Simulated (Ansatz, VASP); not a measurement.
# H8C5 (H-capped C nanocrystal (octahedron)): VASP beside Ansatz, part 2 of 2

Wanted: the spread between two codes on one cell, functional and k mesh. The cell is taken from a series of runs on this material, whose earlier steps may have relaxed, scaled, displaced or heated it; both programs get it as it stands.

VASP 6.6.1 and Ansatz 0.2.0.

So far: The structure; VASP: single point, PBE with D3(BJ).

**3. Ansatz: single point, PBE with D3(BJ)**

Level of this step: Ansatz beside VASP: Kohn-Sham DFT, plane waves, PBE with D3(BJ) (Ansatz).

Ansatz runs on its default PAW (the set named soft_2) files.

The same cell, functional, mesh and smearing now go to Ansatz, which takes its cutoff from its data sets.

input.yaml reads:

```yaml
crystal:
  lattice:
    - [13.82562, 0.0, 0.0]
    - [0.0, 13.82562, 0.0]
    - [0.0, 0.0, 13.82562]
  atoms:
    - { symbol: C, position: [0.44026, 0.44727, 0.42356] }
    - { symbol: C, position: [0.37004, 0.50364, 0.49192] }
    - { symbol: C, position: [0.43458, 0.55722, 0.57103] }
    - { symbol: C, position: [0.49714, 0.373, 0.47767] }
    - { symbol: C, position: [0.55561, 0.42622, 0.55914] }
    - { symbol: C, position: [0.5059, 0.52101, 0.37248] }
    - { symbol: C, position: [0.57653, 0.57033, 0.4487] }
    - { symbol: C, position: [0.48399, 0.48182, 0.62986] }
    - { symbol: C, position: [0.50729, 0.62602, 0.51836] }
    - { symbol: C, position: [0.63069, 0.49374, 0.50928] }
    - { symbol: H, position: [0.39088, 0.41611, 0.36266] }
    - { symbol: H, position: [0.3199, 0.45848, 0.52733] }
    - { symbol: H, position: [0.33853, 0.56144, 0.4502] }
    - { symbol: H, position: [0.39299, 0.61013, 0.60685] }
    - { symbol: H, position: [0.54627, 0.33414, 0.42869] }
    - { symbol: H, position: [0.44525, 0.32041, 0.51048] }
    - { symbol: H, position: [0.58822, 0.37335, 0.60109] }
    - { symbol: H, position: [0.46298, 0.57733, 0.3271] }
    - { symbol: H, position: [0.54477, 0.48089, 0.31446] }
    - { symbol: H, position: [0.61993, 0.62132, 0.41063] }
    - { symbol: H, position: [0.43842, 0.42464, 0.65817] }
    - { symbol: H, position: [0.5265, 0.50703, 0.6897] }
    - { symbol: H, position: [0.46019, 0.68045, 0.47462] }
    - { symbol: H, position: [0.54569, 0.66067, 0.58116] }
    - { symbol: H, position: [0.68082, 0.52474, 0.56186] }
    - { symbol: H, position: [0.67446, 0.44566, 0.47114] }
kpoints:
  mp_grid: { grid: [1, 1, 1] }
hamiltonian:
  xc: pbe
  dispersion: d3bj
scf:
  occupations: { method: gaussian, width: 0.05 }
output:
  forces: true
  populations: true
  dos:
    method: { smearing: { sigma: 0.1 } }
    de: 0.1
    projected:
      site_lists:
        C: [C]
        H: [H]
        crystal: [0, 1, 2, 3, 4, 5, 6, 7, 8, 9]
        hydrogen: [10, 11, 12, 13, 14, 15, 16, 17, 18, 19, 20, 21, 22, 23, 24, 25]
  eigenvalues: true
  write_density: true
  write_potential: true
  volumetric_format: npy
```

Launch:

```bash
$ ansatz run input.yaml --threads 4 --pin off --max-ram 8192MiB --backend cpu --events-out ev --progress --plain --runs-dir out
```

Numbers of over 12 decimals in the logs are rounded to 6 here.

Output:

```text
Engine: ansatz 0.2.0, aarch64-unknown-linux-gnu
Pseudopotentials: kind: paw
Pseudopotential: C, paw, valence charge 4, recommended cutoff 420 eV (normal), C.paw.azcp
Pseudopotential: H, paw, valence charge 1, recommended cutoff 420 eV (normal), H.paw.azcp
Functional definition: PBE
  parameter kappa = 0.804
  parameter beta = 0.066725
  exchange = pbe_x(kappa = kappa, mu = beta*pi^2/3)
  correlation = pbe_c(beta = beta)
Crystal: 26 atoms, lattice volume = 2642.736 Å³
Basis set: ecut = 420 eV, 51627 PW (Γ), exchange–correlation on 192×192×192 points (8 copies of the dense FFT grid, shifted against one another)
Bands: 54, of which v1, the nominal top of the filled ones, is band 28 counted from 1 (27 counted from 0)
Symmetry: 1 space group operations
Space group: P1 (ITA 1), of the structure as read, at distance tolerance 1.4e-4 Å
k-points: 1
Non-local potential: C, projectors of the file, l = 0: 2, l = 1: 2, l = 2: 1
Non-local potential: H, projectors of the file, l = 0: 2, l = 1: 1
PAW form: soft (Blöchl's): semilocal exchange-correlation on the pseudo side does not see the compensation charge
PAW one-centre angular grid: C, 110 points (default); XC on 64 Gauss nodes
PAW one-centre angular grid: H, 110 points (default); XC on 64 Gauss nodes
Initial density: superposition of atomic densities (neutral atoms: chi_scale 0, normalization atom), corrected by the library's trained network
Initial wavefunctions: pseudopotential atomic-orbital guess
Functional: x = pbe(κ = 0.804, μ = 0.219515), c = pbe(β = 0.066725)
SCF iter   1: F=—  HF=-2766.908417 eV  |F-HF|=—  |Δ(HF+E_count)|=         —  Δρ=1.82e-3  dr2=2.60e-1  ethr=1.77e-3  ⟨swp⟩=10.0  Hψ=389  notcnv=0  defer=6
preconditioner: auto → Resta (q_TF=auto, 1.435 Å⁻¹)  ε∞=1.2  [insulator: Δε(μ)=5.633 eV  Ē_g=12.462 eV  σ=0.050 eV  W_gap=1.00  n_scr=122 (ndim 8)  ℏωp=5.3 eV  f_vac=0.861  D(μ)=0.00/eV (n_scr^D=0)  ε∞_Penn≈1.2  vacuum switching on, ρ_ref=1.1e-2 e/Å³]
SCF iter   2: F=—  HF=-2766.846485 eV  |F-HF|=—  |Δ(HF+E_count)|=   6.19e-2  Δρ=1.18e-3  dr2=4.88e-2  ethr=4.64e-4  ⟨swp⟩=2.0  Hψ=91  notcnv=0  defer=20
SCF iter   3: F=—  HF=-2766.845121 eV  |F-HF|=—  |Δ(HF+E_count)|=   1.36e-3  Δρ=3.21e-4  dr2=7.88e-3  ethr=8.72e-5  ⟨swp⟩=2.0  Hψ=60  notcnv=0  defer=20
SCF iter   4: F=—  HF=-2766.848997 eV  |F-HF|=—  |Δ(HF+E_count)|=   3.88e-3  Δρ=9.28e-5  dr2=1.74e-4  ethr=1.41e-5  ⟨swp⟩=3.0  Hψ=61  notcnv=0  defer=20
SCF iter   5: F=—  HF=-2766.849314 eV  |F-HF|=—  |Δ(HF+E_count)|=   3.18e-4  Δρ=3.91e-5  dr2=5.63e-5  ethr=3.10e-7  ⟨swp⟩=2.0  Hψ=66  notcnv=0  defer=20
SCF iter   6: F=—  HF=-2766.849546 eV  |F-HF|=—  |Δ(HF+E_count)|=   2.32e-4  Δρ=6.81e-6  dr2=1.92e-6  ethr=1.01e-7  ⟨swp⟩=2.0  Hψ=78  notcnv=0  defer=20
SCF iter   7: F=—  HF=-2766.849547 eV  |F-HF|=—  |Δ(HF+E_count)|=   4.27e-7  Δρ=2.04e-6  dr2=1.48e-7  ethr=3.43e-9  ⟨swp⟩=2.0  Hψ=62  notcnv=0  defer=20
SCF iter   8: F=-2766.849547 eV  HF=-2766.849547 eV  |F-HF|=5.11e-8  |Δ(HF+E_count)|=   7.20e-8  Δρ=6.62e-7  dr2=8.14e-9  ethr=1.79e-10  ⟨swp⟩=34.0  Hψ=635  notcnv=0
SCF 1 converged in 8 iterations: F = -2766.849547 eV  dr2 = 8.14e-9
  greatest PAW one-centre occupation: 0.656 electrons in one spin orbital (limit 2), on the C atom at site 7 (counted from 0), in its partial waves of l = 0
WARN: The output density's exchange-correlation potential varies sharply where the density is thin. Do not read a vacuum level from v_tot or v_xc, or from such a field of the output density. On a cell that repeats whose density bears no net charge and no dipole along the vacuum's axis use v_es (v_loc + v_h of the components); under efield.dipole_correction with no amplitude use v_es + v_field, which holds any externa [...]
SCF converged after 8 iterations
Free energy (F): -2766.849547 eV
Harris-Foulkes:  -2766.849547 eV  (|F-HF|=5.11e-8)
Internal energy: -2766.849547 eV  (E = F + TS)
E sigma→0 (E₀):  -2766.849547 eV
Fermi energy:    -3.056622 eV
--- Per-component energies (eV) ---
  E_band       = -621.950633
  E_kinetic    = 1137.296675
  E_local      = -12287.219871  (includes V_loc(G=0)·N_el)
  E_nonlocal   = 295.611796
  E_hartree    = 5548.220917
  E_xc         = -627.937522
  E_vxc        = -785.137345  (∫ρ·V_xc dr)
  E_paw        = -1002.160754  (= ΣΔE_a)
  E_vpaw       = -78.919523  (= ΣTr[D̂ρ^β])
  E_aug_tail   = -0.022200  (compensation charges beyond the density's cutoff)
  E_ewald      = 4170.216447
  E_disp       = -0.855037  (pairwise vdW)
  E_smearing   = -0.000000  (= −TS)
  E_closure    = -0.000000  (closes the sum)
  Σ components = -2766.849547   (vs F -2766.849547, Δ=0.00e0)
--- Forces (eV/Å), atoms counted from 1 ---
  atom   1  C     -2.39561070     0.89460933    -1.71174345
  atom   2  C      2.90585636     1.19004252     0.20118767
  atom   3  C     -0.16321280    -0.39510667    -2.39332872
  atom   4  C     -0.07953976    -0.05169549     0.96676805
  atom   5  C     -1.55041191     1.50641674    -1.06646003
  atom   6  C      0.41826299     0.41159228    -0.71165612
  atom   7  C     -2.10430707    -0.74902910     0.31519051
  atom   8  C      1.36922912    -1.14802506    -1.28324158
  atom   9  C     -0.41748086     0.13764710    -0.07067023
  atom  10  C     -1.51782974     0.46524943     1.05882143
  atom  11  H      1.02340190     0.13135392     1.19038520
  atom  12  H     -1.21319856    -0.87962277     0.49522659
  atom  13  H     -0.81567530     0.20502323    -0.37716897
  atom  14  H     -1.29090282     0.47979573     1.35490806
  atom  15  H      0.05608873    -0.11913945     0.08440341
  atom  16  H      0.48052959     0.15329867    -0.14268598
  atom  17  H      1.39280498    -1.54767082     1.19191540
  atom  18  H      0.64510795    -0.86165469     1.26303751
  atom  19  H      0.27994267     0.18945683     0.41606512
  atom  20  H      1.01731029     0.57313953    -0.38190170
  atom  21  H     -0.75739742    -0.06558887     0.24301971
  atom  22  H      0.44004376     0.62454954     0.67111516
  atom  23  H      1.19219927    -0.80265832     0.99583389
  atom  24  H     -0.02426002     0.20530907    -0.95234509
  atom  25  H     -0.11907102     0.48340346     0.33493963
  atom  26  H      1.22814403    -1.03070379    -1.69157626
  max |Σ_I F_I| component: 3.92e-5 eV/Å
--- Band table (eV) ---
  k-point 0: bands = [... 24 lower, -6.8929, -6.4707, -5.8699, -5.7378, -0.3755, 0.4050, 0.4249, 0.4820, ... 22 higher]
--- Löwdin populations: 26 sites ---
  site symbol       q [e]
     0      C      4.0796
     1      C      4.3103
     2      C      4.1162
     3      C      4.2847
     4      C      4.1180
     5      C      4.2768
     6      C      4.1189
     7      C      4.3068
     8      C      4.2615
     9      C      4.3185
    10      H      0.8516
    11      H      0.8063
    12      H      0.8172
    13      H      0.8035
    14      H      0.8223
    15      H      0.8281
    16      H      0.7971
    17      H      0.8464
    18      H      0.8281
    19      H      0.8000
    20      H      0.8166
    21      H      0.8114
    22      H      0.8497
    23      H      0.8356
    24      H      0.8147
    25      H      0.7954
  spilling = 0.012226 (of n_electrons = 56.000000)
```

**4. Side by side**

Known differences besides the potentials themselves: the cutoff is 420 eV in Ansatz and 520 eV in VASP. Total energies have different zeros and are not compared.

Both answers:

```tsv
quantity	Ansatz	VASP	difference
gap on the k mesh (eV)	5.362	5.364	-0.002
```

Forces on 10 of the 26 atoms, those with the largest forces and the largest differences (eV/Å; atoms numbered as in POSCAR):

```tsv
atom	Ansatz x, y, z	VASP x, y, z
C1	-2.396, 0.895, -1.712	-2.405, 0.897, -1.716
C2	2.906, 1.190, 0.201	2.897, 1.186, 0.206
C3	-0.163, -0.395, -2.393	-0.175, -0.390, -2.393
C5	-1.550, 1.506, -1.066	-1.547, 1.502, -1.059
C7	-2.104, -0.749, 0.315	-2.100, -0.747, 0.308
H16	0.481, 0.153, -0.143	0.465, 0.136, -0.132
H17	1.393, -1.548, 1.192	1.400, -1.560, 1.202
H19	0.280, 0.189, 0.416	0.292, 0.178, 0.396
H24	-0.024, 0.205, -0.952	-0.012, 0.217, -0.933
H26	1.228, -1.031, -1.692	1.240, -1.042, -1.700
```

The forces differ by 11 meV/Å r.m.s., which is 1.1 % of the r.m.s. force of 1.002 eV/Å (both taken over all components). A gap on the mesh is an upper bound, since the band edges may lie between its points. With vacuum in the cell, a pressure given here is an average over mostly empty space and none of the material.

**5. Results**

```json
{
 "r.m.s. force difference (single point, PBE with D3(BJ))": "1.1 % of the r.m.s. force"
}
```

In words: The r.m.s. force difference is 1.1 % of the r.m.s. force (single point, PBE with D3(BJ)), within the 3 % picked in this series as the mark of a large difference. How closely two codes agree says nothing of how well the functional describes the real material.

[Lines on the potential files, build, host, timing and source positions are cut from VASP's logs without a mark.]

[Logs are printed without paths, hosts, clocks, repeated set-up lines and the standing remarks that a program may print on its own settings, such as how far it seeks lower states.]

[Hosts, paths, dates, database ids (printed as entryN), source tags and the programs' standing remarks are cut or masked in the printed files.]
